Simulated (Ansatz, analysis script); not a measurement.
## Energy of spin spirals in MnS (Rambergite)

Aim: the energy of MnS (Rambergite) as its moments wind into spirals of wavevector q.

Main program and level: Ansatz 0.2.0; PBE, PAW set soft_2.

Report form: the programs' logs are mostly left out.

The database entry behind the starting cell differs from later determinations by our own check (about 0.3 % short against later determinations), so it need not match the best structure at ambient conditions.

In doubt: warnings of the run leave room for a lower electronic state (step 2), so energies may not be the lowest and differences between runs may mislead.

### Step 1. The structure

Symmetry: P6_3mc, No. 186, hexagonal system. Conventional cell: a = 3.976 Å, b = 3.976 Å, c = 6.432 Å, α = 90.00°, β = 90.00°, γ = 120.00°. Nearest to Mn lie 4 S at 2.41 to 2.48 Å. Nearest to S lie 4 Mn at 2.41 to 2.48 Å. Farther neighbours and most contacts between anions are not listed.

The cell of this run holds 4 atoms, 2 of them with a starting moment; values «a cell» refer to the cell of the run in question.

### Step 2. Collinear start 1: ferro ++

The order that a run ends on hangs on its start, so several orders are typed and the lowest is carried on. The program's own search can turn an unstable start over.

Input file input.yaml:

```yaml
crystal:
  lattice:
    - [3.976, 0.0, 0.0]
    - [-1.988, 3.4433170054, 0.0]
    - [0.0, 0.0, 6.432]
  atoms:
    - { symbol: Mn, position: [0.3333333333, 0.6666666667, 0.0], spin: 4.5 }
    - { symbol: Mn, position: [0.6666666667, 0.3333333333, 0.5], spin: 4.5 }
    - { symbol: S, position: [0.3333333333, 0.6666666667, 0.385] }
    - { symbol: S, position: [0.6666666667, 0.3333333333, 0.885] }
magnetization:
  spin_polarized: true
kpoints:
  mp_grid: { grid: [8, 8, 4] }
hamiltonian:
  xc: pbe
scf:
  occupations: { method: fermi_dirac, width: 0.05 }
  max_iter: 120
  convergence: { dr2_threshold: 1.0e-08 }
output:
  write_density: true
  write_potential: true
  elf: true
  volumetric_format: npy
```

Launch:

```sh
> ansatz run input.yaml --threads 1 --pin off --max-ram 2048MiB --backend cpu --events-out ev --progress --plain --runs-dir out
```

Run time: 24 s. Hardware: 1 thread of Arm Neoverse V1, shared host; peak memory 0.39 GiB.

It ends ferromagnetic, with 4.17 μB on the largest site.

### Step 3. Collinear start 2: antiferro +-

A self-consistent run from these starting moments shows which magnetic state they lead to.

input.yaml, the sections that differ from step 2:

```yaml
crystal:
  lattice:
    - [3.976, 0.0, 0.0]
    - [-1.988, 3.4433170054, 0.0]
    - [0.0, 0.0, 6.432]
  atoms:
    - { symbol: Mn, position: [0.3333333333, 0.6666666667, 0.0], spin: 4.5 }
    - { symbol: Mn, position: [0.6666666667, 0.3333333333, 0.5], spin: -4.5 }
    - { symbol: S, position: [0.3333333333, 0.6666666667, 0.385] }
    - { symbol: S, position: [0.6666666667, 0.3333333333, 0.885] }
# magnetization, kpoints, hamiltonian, scf: as in step 2
# output: removed
```

Run time: 20 s. Hardware: 1 thread; peak memory 0.41 GiB.

It ends antiferromagnetic, with 4.05 μB on the largest site.

### Step 4. The collinear states

| typed order | atoms | final state | energy (meV/atom) | largest moment (μB) |
| --- | --- | --- | --- | --- |
| ferro ++ | 4 | ferromagnetic | 87.89 | 4.17 |
| antiferro +- | 4 | antiferromagnetic | 0.00 | 4.05 |

The session goes on from the lowest state with moments found, typed antiferro +-.

Spin moment in the atom's sphere by atom:

| atom | spin moment in the atom's sphere (μB) |
| --- | --- |
| Mn1 | 4.05 |
| Mn2 | -4.05 |
| S3 | -0.05 |
| S4 | 0.05 |

Tables count atoms from 1; parts of the log count from 0.

Each spiral starts from these moments, tilted 90° from the rotation axis z (a flat spiral), with their directions locked in the turning frame; energies are taken at the locked directions, corrected for the field of the lock. Spin–orbit coupling is switched off, so the energy does not depend on how the axis lies in the crystal. The folder named start holds the saved collinear state, from which each run begins.

The runs on spinors take the mesh 12×12×4.

### Step 5. q = (0, 0, 0)

The reference is the same input at q = 0, so that basis and exchange-correlation form match those at other q. Every q is chosen so that q/2 is a mesh vector: every spiral then samples the k-points of q = 0, and much mesh noise cancels.

Input file input.yaml:

```yaml
crystal:
  lattice:
    - [3.976, 0.0, 0.0]
    - [-1.988, 3.4433170054, 0.0]
    - [0.0, 0.0, 6.432]
  atoms:
    - { symbol: Mn, position: [0.3333333333, 0.6666666667, 0.0], spin: 4.05, spin_axis: [1.0, 0.0, 0.0] }
    - { symbol: Mn, position: [0.6666666667, 0.3333333333, 0.5], spin: 4.05, spin_axis: [-1.0, 0.0, 0.0] }
    - { symbol: S, position: [0.3333333333, 0.6666666667, 0.385] }
    - { symbol: S, position: [0.6666666667, 0.3333333333, 0.885] }
kpoints:
  mp_grid: { grid: [12, 12, 4] }
hamiltonian:
  xc: pbe
scf:
  occupations: { method: fermi_dirac, width: 0.05 }
  max_iter: 120
  convergence: { dr2_threshold: 1.0e-08 }
basis:
  ecutwfc: 420.0
magnetization:
  noncollinear: true
  spin_spiral: { q: [0.0, 0.0, 0.0] }
  spin_locking: { lock_directions: true }
checkpoint:
  read: start
```

Wall time 3.3 min (1 thread); peak memory 1.7 GiB.

The largest moment is 4.05 μB, against 4.05 μB in the collinear run.

### Step 6. q = (0, 0, 0.5)

Only q changes. The cell stays that of the crystal, since the generalised Bloch theorem carries the rotation from cell to cell.

input.yaml: that of step 5 with these lines changed.

```diff
@@ -22,3 +22,3 @@
   noncollinear: true
-  spin_spiral: { q: [0.0, 0.0, 0.0] }
+  spin_spiral: { q: [0.0, 0.0, 0.5] }
   spin_locking: { lock_directions: true }
```

It took 6.7 min on 1 thread; peak memory 1.7 GiB.

The energy of the cell lies 151 meV above that at q = 0, and the largest moment is 4.10 μB against 4.05 μB.

### Step 7. q = (0.167, 0, 0)

input.yaml: that of step 6 with these lines changed.

```diff
@@ -22,3 +22,3 @@
   noncollinear: true
-  spin_spiral: { q: [0.0, 0.0, 0.5] }
+  spin_spiral: { q: [0.16666667, 0.0, 0.0] }
   spin_locking: { lock_directions: true }
```

Elapsed: 6.4 min, on 1 thread; peak memory 1.7 GiB.

The energy of the cell lies 59.8 meV below that at q = 0, and the largest moment is 4.02 μB against 4.05 μB.

### Step 8. q = (0.333, 0, 0)

input.yaml: that of step 7 with these lines changed.

```diff
@@ -22,3 +22,3 @@
   noncollinear: true
-  spin_spiral: { q: [0.16666667, 0.0, 0.0] }
+  spin_spiral: { q: [0.33333333, 0.0, 0.0] }
   spin_locking: { lock_directions: true }
```

The job ended after 7.5 min (1 thread; peak memory 1.8 GiB).

The energy of the cell lies 157 meV below that at q = 0, and the largest moment is 3.99 μB against 4.05 μB.

### Step 9. q = (0.5, 0.167, 0)

input.yaml: that of step 8 with these lines changed.

```diff
@@ -22,3 +22,3 @@
   noncollinear: true
-  spin_spiral: { q: [0.33333333, 0.0, 0.0] }
+  spin_spiral: { q: [0.5, 0.16666667, 0.0] }
   spin_locking: { lock_directions: true }
```

Elapsed: 7.6 min, on 1 thread; peak memory 1.8 GiB.

The energy of the cell lies 134 meV below that at q = 0, and the largest moment is 4.00 μB against 4.05 μB.

The other 3 runs of this kind were made alike; their results stand in the table below.

### Step 10. Analysis

| q (reciprocal lattice) | path length (1/Å) | E(q) − E(0) (meV a magnetic atom) | \|m\| Mn no. 1 (μB) | \|m\| Mn no. 2 (μB) |
| --- | --- | --- | --- | --- |
| (0, 0, 0) | 0.000 | 0.00 | 4.05 | 4.05 |
| (0.167, 0, 0) | 0.304 | -29.91 | 4.02 | 4.02 |
| (0.333, 0, 0) | 0.608 | -78.61 | 3.99 | 3.99 |
| (0.5, 0, 0) | 0.912 | -82.79 | 3.99 | 3.99 |
| (0.5, 0.167, 0) | 1.216 | -66.76 | 4.00 | 4.00 |
| (0.333, 0.333, 0) | 1.521 | -89.18 | 3.99 | 3.99 |
| (0.167, 0.167, 0) | 2.047 | -68.90 | 4.00 | 4.00 |
| (0, 0, 0) | 2.574 | 0.00 | 4.05 | 4.05 |
| (0, 0, 0.5) | 3.063 | 75.34 | 4.10 | 4.10 |

### Step 11. Results

```
lowest point of the path : q = (0.333, 0.333, 0), -89.2 meV a magnetic atom from q = 0
highest point            : 75.3 meV a magnetic atom
```

In words: The state at q = (0.333, 0.333, 0) lies 89.2 meV a magnetic atom below the antiferromagnetic start, so that start is not the lowest state. The moments change by at most 2 % from their size at q = 0, so they are well localised. No spin model is given, since this treatment keeps to cells with one magnetic atom. States with other phases between the sublattices can lie lower than any point of this path. The 8 spiral runs took 55 min of wall time, added up. Without a U, semilocal functionals delocalise the d or f electrons of such compounds, which shrinks moments, overestimates superexchange, narrows or closes the gap and can change the order.

[Logs and program files are shortened in this print: banners, set-up blocks, solver, clock and traceback lines can be left out without a mark of their own.]

[Logs are printed without paths, hosts, clocks, repeated set-up lines and the standing remarks that a program may print on its own settings, such as how far it seeks lower states.]

[Hosts, paths, dates, database ids (printed as entryN), source tags and the programs' standing remarks are cut or masked in the printed files.]
